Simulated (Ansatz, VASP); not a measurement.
# LaCr2Si2C: VASP beside Ansatz, part 2 of 2

Aim: how closely do two programs agree when they are given the same cell, functional and k mesh? The cell is taken from a series of runs on this material, whose earlier steps may have relaxed, scaled, displaced or heated it; both programs get it as it stands.

VASP 6.6.1 and Ansatz 0.2.0.

So far: Starting point; Ansatz: relaxation of cell and atoms, r2SCAN with rVV10.

## Step 3: VASP: relaxation of cell and atoms, r2SCAN with rVV10

Level of this step: r2SCAN with rVV10, spin-polarised from a ferromagnetic start; plane waves and PAW (La, Cr_pv, Si, C) (VASP).

The same cell, functional, mesh and smearing now go to VASP, with its own data sets.

Lines of VASP's logs that name or quote its potential files are left out, and so is its time.

Contents of INCAR:

```
SYSTEM = LaCr2Si2C
PREC = Accurate
ENCUT = 660
EDIFF = 1E-07
NELM = 200
ISMEAR = 0
SIGMA = 0.1
LREAL = .FALSE.
ALGO = Normal
METAGGA = R2SCAN
LUSE_VDW = .TRUE.
IVDW_NL = 2
BPARAM = 11.95
CPARAM = 0.0093
LASPH = .TRUE.
NBANDS = 34
ISPIN = 2
MAGMOM = 0 1.57 1.57 -0.1 -0.1 -0.28
LMAXMIX = 6
AMIX = 0.2
BMIX = 1E-04
AMIX_MAG = 0.8
BMIX_MAG = 1E-04
LORBIT = 11
LWAVE = .FALSE.
LCHARG = .FALSE.
ISIF = 3
IBRION = 2
NSW = 80
EDIFFG = -0.005
GGA_COMPAT = .FALSE.
NELMIN = 4
LMIXTAU = .TRUE.
KPAR = 2
```

Contents of POSCAR:

```
LaCr2Si2C
1.0
    4.0630000000      0.0000000000      0.0000000000
    0.0000000000      4.0630000000      0.0000000000
    0.0000000000      0.0000000000      5.4300000000
La Cr Si C
1 2 2 1
Direct
    0.0000000000      0.0000000000      0.0000000000
    0.0000000000      0.5000000000      0.5000000000
    0.5000000000      0.0000000000      0.5000000000
    0.5000000000      0.5000000000      0.7753029466
    0.5000000000      0.5000000000      0.2246970534
    0.0000000000      0.0000000000      0.5000000000
```

Contents of KPOINTS:

```
Automatic mesh
0
Gamma
8 8 6
0 0 0
```

The projector-augmented-wave data sets are La, Cr_pv, Si and C (PBE family, release 64).

On the command line:

```console
$ mpirun -np 2 vasp_std
```

Numbers of over 12 decimals in the logs are rounded to 6 here.

Log:

```text
[banner, memory and clock lines left out]
running    2 mpi-ranks, on    1 nodes
 distrk:  each k-point on    1 cores,    2 groups
 distr:  one band on    1 cores,    1 groups

 POSCAR found type information on POSCAR LaCrSiC
 POSCAR found :  4 types and       6 ions
|                                                                             |
|               ----> ADVICE to this user running VASP <----                  |
|                                                                             |
|     You have switched on vdW-DFT.                                           |
|     This routine was written and supplied by Jiri Klimes. We recommend      |
|     that you carefully read and cite the following publications:            |
|       J. Klimes, D.R. Bowler, A. Michelides                                 |
|          J. Phys.: Cond Matt. 22 022201 (2010)                              |
|       J. Klimes, D.R. Bowler, A. Michelides                                 |
|          Phys. Rev. B. 83, 195131 (2011)                                    |
|     and references therein.                                                 |
|                                                                             |

|                                                                             |
|               ----> ADVICE to this user running VASP <----                  |
|                                                                             |
|     You enforced a specific xc type in the INCAR file but a different       |
|     [... a line on the potential file left out ...]
|     I HOPE YOU KNOW WHAT YOU ARE DOING!                                     |
|                                                                             |

 LDA part: xc-table for (None), standard interpolation
 POSCAR, INCAR and KPOINTS ok, starting setup
 FFT: planning ... GRIDC
 FFT: planning ... GRID_SOFT
 FFT: planning ... GRID
 WAVECAR not read
 entering main loop
       N       E                     dE             d eps       ncg     rms          rms(c)
Total rVV10 correction in eV:      0.8617666    51.1779690
Total rVV10 correction in eV:      0.8617666    51.1779690
DAV:   1     0.465538132254E+03    0.46554E+03   -0.25664E+04  9664   0.231E+03
DAV:   2    -0.255189131995E+02   -0.49106E+03   -0.45350E+03  8608   0.462E+02
DAV:   3    -0.102648327281E+03   -0.77129E+02   -0.71889E+02 10500   0.165E+02
DAV:   4    -0.108397326216E+03   -0.57490E+01   -0.54307E+01 14882   0.483E+01
DAV:   5    -0.108660077458E+03   -0.26275E+00   -0.25847E+00 12904   0.831E+00    0.342E+01
Total rVV10 correction in eV:      0.8295835    51.1779678
Total rVV10 correction in eV:      0.8295835    51.1779678
DAV:   6    -0.930008317366E+02    0.15659E+02   -0.11739E+02 13048   0.667E+01    0.206E+01
Total rVV10 correction in eV:      0.8447438    51.1779672
Total rVV10 correction in eV:      0.8447438    51.1779672
DAV:   7    -0.885474326788E+02    0.44534E+01   -0.33295E+01 13450   0.435E+01    0.106E+01
Total rVV10 correction in eV:      0.8376622    51.1779674
Total rVV10 correction in eV:      0.8376622    51.1779674
DAV:   8    -0.886293582475E+02   -0.81926E-01   -0.31632E+00 13024   0.121E+01    0.594E+00
Total rVV10 correction in eV:      0.8350020    51.1779674
Total rVV10 correction in eV:      0.8350020    51.1779674
DAV:   9    -0.887719972944E+02   -0.14264E+00   -0.93007E-01 13222   0.578E+00    0.387E+00
Total rVV10 correction in eV:      0.8354105    51.1779674
Total rVV10 correction in eV:      0.8354105    51.1779674
DAV:  10    -0.888527305997E+02   -0.80733E-01   -0.21567E-01 13818   0.254E+00    0.329E+00
Total rVV10 correction in eV:      0.8362186    51.1779675
Total rVV10 correction in eV:      0.8362186    51.1779675
DAV:  11    -0.889198037829E+02   -0.67073E-01   -0.14747E-01 13280   0.200E+00    0.238E+00
Total rVV10 correction in eV:      0.8384164    51.1780005
Total rVV10 correction in eV:      0.8384164    51.1780005
DAV:  12    -0.889589280843E+02   -0.39124E-01   -0.27400E-01 13640   0.260E+00    0.113E+00
Total rVV10 correction in eV:      0.8396177    51.1780497
Total rVV10 correction in eV:      0.8396177    51.1780497
DAV:  13    -0.889668686686E+02   -0.79406E-02   -0.44298E-02 14494   0.117E+00    0.735E-01
Total rVV10 correction in eV:      0.8401294    51.1780727
Total rVV10 correction in eV:      0.8401294    51.1780727
DAV:  14    -0.889688045517E+02   -0.19359E-02   -0.46142E-03 13504   0.345E-01    0.567E-01
Total rVV10 correction in eV:      0.8410272    51.1781068
Total rVV10 correction in eV:      0.8410272    51.1781068
DAV:  15    -0.889706940624E+02   -0.18895E-02   -0.41379E-03 12750   0.378E-01    0.356E-01
[...]
Total rVV10 correction in eV:      0.8382877    51.1781833
Total rVV10 correction in eV:      0.8382877    51.1781833
DAV:   6    -0.890196893833E+02    0.53569E-04   -0.17419E-04 12606   0.706E-02    0.547E-02
Total rVV10 correction in eV:      0.8383168    51.1781803
Total rVV10 correction in eV:      0.8383168    51.1781803
DAV:   7    -0.890196888435E+02    0.53983E-06   -0.27585E-05 14546   0.318E-02    0.436E-02
Total rVV10 correction in eV:      0.8383506    51.1781752
Total rVV10 correction in eV:      0.8383506    51.1781752
DAV:   8    -0.890196875455E+02    0.12980E-05   -0.83475E-06 14232   0.187E-02    0.222E-02
Total rVV10 correction in eV:      0.8383588    51.1781710
Total rVV10 correction in eV:      0.8383588    51.1781710
DAV:   9    -0.890196879889E+02   -0.44343E-06   -0.58695E-06 14546   0.136E-02    0.106E-02
Total rVV10 correction in eV:      0.8383503    51.1781696
Total rVV10 correction in eV:      0.8383503    51.1781696
DAV:  10    -0.890196873453E+02    0.64363E-06   -0.28265E-06 14378   0.102E-02    0.706E-03
Total rVV10 correction in eV:      0.8383512    51.1781673
Total rVV10 correction in eV:      0.8383512    51.1781673
DAV:  11    -0.890196855081E+02    0.18372E-05   -0.55633E-07 12830   0.493E-03    0.265E-03
Total rVV10 correction in eV:      0.8383479    51.1781661
Total rVV10 correction in eV:      0.8383479    51.1781661
DAV:  12    -0.890196839938E+02    0.15143E-05   -0.32730E-07 10394   0.378E-03    0.820E-04
Total rVV10 correction in eV:      0.8383464    51.1781661
Total rVV10 correction in eV:      0.8383464    51.1781661
DAV:  13    -0.890196840574E+02   -0.63638E-07   -0.29721E-08  5616   0.181E-03
Total rVV10 correction in eV:      0.8383429    51.1781662
Total rVV10 correction in eV:      0.8383429    51.1781662
Total rVV10 correction in eV:      0.8383444    51.1781662
Total rVV10 correction in eV:      0.8383444    51.1781662
   5 F= -.89019684E+02 E0= -.89013610E+02  d E =-.261643E-02  mag=     3.3187
[...]
6 F= -.89019683E+02 E0= -.89013605E+02  d E =-.261510E-02  mag=     3.3193
[...]
7 F= -.89019702E+02 E0= -.89013626E+02  d E =-.195096E-04  mag=     3.3165
[...]
8 F= -.89019703E+02 E0= -.89013627E+02  d E =-.203477E-04  mag=     3.3160
 curvature:  -0.55 expect dE=-0.474E-05 dE for cont linesearch -0.232E-08
 trial: gam= 0.19788 g(F)=  0.409E-05 g(S)=  0.452E-05 ort = 0.401E-06 (trialstep = 0.922E+00)
 search vector abs. value=  0.103E-04
 bond charge predicted
       N       E                     dE             d eps       ncg     rms          rms(c)
Total rVV10 correction in eV:      0.8383200    51.1781661
Total rVV10 correction in eV:      0.8383200    51.1781661
DAV:   1    -0.890197122264E+02   -0.91876E-05   -0.29766E-04 11024   0.158E-01    0.253E-02
Total rVV10 correction in eV:      0.8383477    51.1781662
Total rVV10 correction in eV:      0.8383477    51.1781662
DAV:   2    -0.890197096052E+02    0.26211E-05   -0.47362E-05 12572   0.627E-02    0.135E-02
Total rVV10 correction in eV:      0.8383433    51.1781661
Total rVV10 correction in eV:      0.8383433    51.1781661
DAV:   3    -0.890197074753E+02    0.21299E-05   -0.64534E-06 13798   0.212E-02    0.938E-03
Total rVV10 correction in eV:      0.8383533    51.1781660
Total rVV10 correction in eV:      0.8383533    51.1781660
DAV:   4    -0.890197060135E+02    0.14618E-05   -0.22950E-06 14028   0.108E-02    0.395E-03
Total rVV10 correction in eV:      0.8383551    51.1781660
Total rVV10 correction in eV:      0.8383551    51.1781660
DAV:   5    -0.890197057752E+02    0.23830E-06   -0.25640E-07  9714   0.323E-03    0.250E-03
Total rVV10 correction in eV:      0.8383552    51.1781660
Total rVV10 correction in eV:      0.8383552    51.1781660
DAV:   6    -0.890197057315E+02    0.43757E-07   -0.57166E-08  5114   0.220E-03
Total rVV10 correction in eV:      0.8383551    51.1781662
Total rVV10 correction in eV:      0.8383551    51.1781662
Total rVV10 correction in eV:      0.8383547    51.1781661
Total rVV10 correction in eV:      0.8383547    51.1781661
   9 F= -.89019706E+02 E0= -.89013624E+02  d E =-.266532E-05  mag=     3.3149
 trial-energy change:   -0.000003  1 .order   -0.000004   -0.000008   -0.000001
 step:   0.9897(harm=  0.9897)  dis= 0.00045  next Energy=   -89.019707 (dE=-0.430E-05)
 reached required accuracy - stopping structural energy minimisation
```

From OUTCAR (step 3):

```text
ion  position               nearest neighbor table
   1  0.000  0.000  0.000-   6 2.71   6 2.71   4 3.12   5 3.12   4 3.12   5 3.12   4 3.12   5 3.12
                             4 3.12   5 3.12   2 3.39   2 3.39   3 3.39   3 3.39   3 3.39   3 3.39
   2  0.000  0.500  0.500-   6 2.03   6 2.03   4 2.52   5 2.52   4 2.52   5 2.52   3 2.87   3 2.87
                             3 2.87   3 2.87   1 3.39   1 3.39   1 3.39   1 3.39
   3  0.500  0.000  0.500-   6 2.03   6 2.03   4 2.52   4 2.52   5 2.52   5 2.52   2 2.87   2 2.87
                             2 2.87   2 2.87   1 3.39   1 3.39   1 3.39   1 3.39
   4  0.500  0.500  0.775-   5 2.44   3 2.52   2 2.52   3 2.52   2 2.52   5 2.99   1 3.12   1 3.12
                             1 3.12   1 3.12
   5  0.500  0.500  0.225-   4 2.44   3 2.52   2 2.52   3 2.52   2 2.52   4 2.99   1 3.12   1 3.12
                             1 3.12   1 3.12
   6  0.000  0.000  0.500-   2 2.03   3 2.03   2 2.03   3 2.03   1 2.71   1 2.71

  LATTYP: Found a simple tetragonal cell.
 ALAT       =     4.0630000000
 C/A-ratio  =     1.3364508984

 Subroutine GETGRP returns: Found 16 space group operations
 (whereof 16 operations were pure point group operations)

The static configuration has the point symmetry D_4h.

 Found     60 irreducible k-points:

   k-points           NKPTS =     60   k-points in BZ     NKDIM =     60   number of bands    NBANDS=     34

   dimension x,y,z NGX =    36 NGY =   36 NGZ =   48
   dimension x,y,z NGXF=    72 NGYF=   72 NGZF=   96

   ENCUT  =  660.0 eV  48.51 Ry    6.96 a.u.   8.51  8.51 11.37*2*pi/ulx,y,z

   NELECT =      47.0000    total number of electrons

 k-points in reciprocal lattice and weights: Automatic mesh
   0.00000000  0.00000000  0.00000000       0.003
   0.12500000  0.00000000  0.00000000       0.010
   0.25000000  0.00000000  0.00000000       0.010
   0.37500000  0.00000000  0.00000000       0.010
   0.50000000  0.00000000  0.00000000       0.005
   0.12500000  0.12500000  0.00000000       0.010
   0.25000000  0.12500000  0.00000000       0.021
   0.37500000  0.12500000  0.00000000       0.021
   0.50000000  0.12500000  0.00000000       0.010
[...]
0.50000000  0.37500000  0.50000000       0.010
   0.50000000  0.50000000  0.50000000       0.003

 average (electrostatic) potential at core
       1 -99.1214       2 -71.6864       3 -71.6864       4 -82.2203       5 -82.2203
       6 -47.0445

 E-fermi :   9.9056

 spin component 1
 k-point     1 :       0.0000    0.0000    0.0000
  band No.  band energies     occupation
    ...
     21       8.1998      1.00000
     22       8.6784      1.00000
     23       8.6784      1.00000
     24       9.1867      1.00000
     25       9.4822      1.00000
     26      10.3389      0.00000
     27      10.3389      0.00000
     28      10.7917      0.00000
     29      10.8652      0.00000
     30      11.7679      0.00000
    ...

 k-point     2 :       0.1250    0.0000    0.0000
  band No.  band energies     occupation
    ...
     21       8.1886      1.00000
     22       8.5687      1.00000
     23       8.5860      1.00000
     24       8.8850      1.00000
     25       9.8790      0.64683
     26      10.0572      0.01601
     27      10.4266      0.00000
     28      10.8933      0.00000
     29      11.0021      0.00000
     30      11.6244      0.00000
    ...

 k-point     3 :       0.2500    0.0000    0.0000
  band No.  band energies     occupation
    ...
     21       8.2544      1.00000
     22       8.3265      1.00000
     23       8.6163      1.00000
     24       8.6408      1.00000
     25       9.6126      0.99998
     26      10.3834      0.00000
     27      10.5941      0.00000
     28      10.8086      0.00000
     29      11.1416      0.00000
     30      11.4854      0.00000
    ...

 k-point     4 :       0.3750    0.0000    0.0000
  band No.  band energies     occupation
    ...
     21       7.9623      1.00000
     22       8.2871      1.00000
     23       8.4118      1.00000
     24       8.9573      1.00000
     25       9.3326      1.00000
     26      10.1596      0.00016
     27      10.2132      0.00001
     28      11.2427      0.00000
     29      11.4080      0.00000
     30      11.7581      0.00000
    ...

 k-point     5 :       0.5000    0.0000    0.0000
  band No.  band energies     occupation
    ...
     22       8.0794      1.00000
     23       8.4830      1.00000
     24       9.2145      1.00000
     25       9.2444      1.00000
     26       9.8236      0.87690
     27      10.1330      0.00065
     28      11.5205      0.00000
     29      11.5247      0.00000
     30      11.7592      0.00000
     31      11.7801      0.00000
    ...

 k-point     6 :       0.1250    0.1250    0.0000
  band No.  band energies     occupation
    ...
     21       8.2052      1.00000
     22       8.3412      1.00000
     23       8.7224      1.00000
     24       8.7621      1.00000
     25       9.5030      1.00000
     26      10.1476      0.00031
     27      10.7052      0.00000
     28      11.2127      0.00000
     29      11.2340      0.00000
     30      11.2612      0.00000
    ...

  Total       -0.0161206     -0.0161206     -0.0292459      0.0000000      0.0000000     -0.0000000
  in kB       -0.2893808     -0.2893808     -0.5249928      0.0000000      0.0000000     -0.0000000
  external PRESSURE =      -0.3679181 kB  Pullay stress =       0.0000000 kB

  energy-cutoff  :      660.00
  volume of cell :       89.25
      direct lattice vectors                 reciprocal lattice vectors
     4.013052617 -0.000000000  0.000000000     0.249186865  0.000000000  0.000000000
     0.000000000  4.013052617  0.000000000     0.000000000  0.249186865  0.000000000
    -0.000000000 -0.000000000  5.542074672    -0.000000000  0.000000000  0.180437843

 POSITION                                       TOTAL-FORCE (eV/Angst)
 -----------------------------------------------------------------------------------
      0.00000      0.00000      0.00000         0.000000      0.000000      0.000000
      4.01305      2.00653      2.77104        -0.000000     -0.000000      0.000000
      2.00653      4.01305      2.77104        -0.000000     -0.000000      0.000000
      2.00653      2.00653      4.29448         0.000000      0.000000     -0.001453
      2.00653      2.00653      1.24759        -0.000000     -0.000000      0.001453
      4.01305      4.01305      2.77104        -0.000000     -0.000000      0.000000
 -----------------------------------------------------------------------------------
    total drift:                                0.000000      0.000000     -0.000000

  FREE ENERGIE OF THE ION-ELECTRON SYSTEM (eV)
  ---------------------------------------------------
  free  energy   TOTEN  =       -89.0197057315 eV

  energy  without entropy=      -89.0075412985  energy(sigma->0) =      -89.01362351

 reached required accuracy - stopping structural energy minimisation

 total charge
# of ion       s       p       d       f       tot
--------------------------------------------------
    1        1.995   5.685   0.804   0.158   8.642
    2        0.472   6.381   4.233   0.000  11.086
    3        0.472   6.381   4.233   0.000  11.086
    4        0.761   0.933   0.000   0.000   1.694
    5        0.761   0.933   0.000   0.000   1.694
    6        0.913   1.453   0.000   0.000   2.367
--------------------------------------------------
tot          5.375  21.766   9.270   0.158  36.568

 magnetization (x)
# of ion       s       p       d       f       tot
--------------------------------------------------
    1       -0.003  -0.002   0.026  -0.012   0.008
    2        0.007   0.023   1.830   0.000   1.860
    3        0.007   0.023   1.830   0.000   1.860
    4       -0.023  -0.076   0.000   0.000  -0.099
    5       -0.023  -0.076   0.000   0.000  -0.099
    6       -0.027  -0.215   0.000   0.000  -0.242
--------------------------------------------------
tot         -0.062  -0.321   3.685  -0.012   3.289

[... 6 further parts left out ...]
```

The magnetic state follows from one typed start and may not be the lowest. SCAN-type functionals tend to overstate the moments of itinerant magnets. The run keeps the 16 symmetry operations of its start, so it cannot find a distortion of lower symmetry.

## Step 4: Differences

Known differences besides the potentials themselves: VASP starts from the moments at which Ansatz ended; VASP keeps PBE cores, Ansatz makes them for the functional; the data sets hold 51 valence electrons in Ansatz (on its default PAW (the set named soft_2) files) and 47 in VASP; the cutoff is 500 eV in Ansatz and 660 eV in VASP; Ansatz adds a Pulay correction to the stress that steers its cell, VASP none; site moments are counted in spheres of each program's own size. Total energies have different zeros and are not compared.

Compared:

| quantity | Ansatz | VASP | difference |
| --- | --- | --- | --- |
| volume (Å³) | 89.20 | 89.25 | -0.05 % |
| edge a after relaxation, in the typed setting (Å) | 4.010 | 4.013 | -0.07 % |
| edge c after relaxation, in the typed setting (Å) | 5.547 | 5.542 | +0.09 % |
| total moment (μB) | 3.31 | 3.31 | -0.01 |
| moment on Cr2 (μB) | 1.57 | 1.86 | -0.29 |
| moment on Cr3 (μB) | 1.57 | 1.86 | -0.29 |
| moment on C6 (μB) | -0.28 | -0.24 | -0.03 |
| moment on Si4 (μB) | -0.10 | -0.10 | 0.00 |
| moment on Si5 (μB) | -0.10 | -0.10 | 0.00 |

## Step 5: Results

| Property | Result |
| --- | --- |
| difference in edge c after relaxation, in the typed setting (relaxation of cell and atoms, r2SCAN with rVV10) | 0.088 % |

What this shows: The difference in edge c after relaxation, in the typed setting is 0.088 % (relaxation of cell and atoms, r2SCAN with rVV10), within the 1.2 % picked in this series as the mark of a large difference, as far as the stopping tolerances let one tell. The data sets hold unlike numbers of valence electrons (51 in Ansatz and 47 in VASP), so part of the differences comes from the potentials. Such differences can come from data sets, numerical settings and the points named under the comparisons, not from the functional's error against experiment.

[Lines on the potential files, build, host, timing and source positions are cut from VASP's logs without a mark.]

[Logs are printed without paths, hosts, clocks, repeated set-up lines and the standing remarks that a program may print on its own settings, such as how far it seeks lower states.]

[Hosts, paths, dates, database ids (printed as entryN), source tags and the programs' standing remarks are cut or masked in the printed files.]
